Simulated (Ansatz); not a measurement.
Structure types of Au compared at 23 GPa

Structure types of Au are relaxed in primitive cells with their symmetry kept at 23 GPa, on PAW files; LAPW relaxes the small cells further and takes the PAW cell for the others (marked *). The enthalpy is E + pV at zero temperature, without zero-point motion. Only the types listed were tried, and differences under about 5 meV/atom are mesh noise.

Computed with Ansatz 0.2.0; functional PBE, scalar-relativistic. Settings: Fermi–Dirac smearing of 0.1 eV, no spin polarisation. Methods: LAPW: all electrons, basis error target 0.5 meV/atom; PAW: frozen-core files, cutoff 420 eV.

k meshes: fcc 17×17×17, bcc 17×17×17, hcp 16×16×9, dhcp 13×13×4, omega 8×8×11, sc 15×15×15.

Spin–orbit coupling is left out, which matters for the heavy atoms.

Which type is lowest in enthalpy, and by how much?

fcc, 2 meV/atom below dhcp, which is within the noise of the k meshes. The whole table:

```tsv
start type	ends as	a, b, c (Å)	V (Å³/atom)	H − H(lowest), LAPW (meV/atom)	same, PAW
fcc	fcc, Fm-3m	3.998, 3.998, 3.998	15.98	0.0	0.0
bcc	bcc, Im-3m	3.176, 3.176, 3.176	16.02	29.8	29.8
hcp	hcp, P6_3/mmc	2.813, 2.813, 4.668	16.00	14.2	14.2
dhcp*	dhcp, P6_3/mmc	2.815, 2.815, 9.319	15.99	1.6	1.6
omega	omega, P6/mmm	4.550, 4.550, 2.720	16.26	112.5	112.4
sc	sc, Pm-3m	2.618, 2.618, 2.618	17.94	531.5	531.1
```
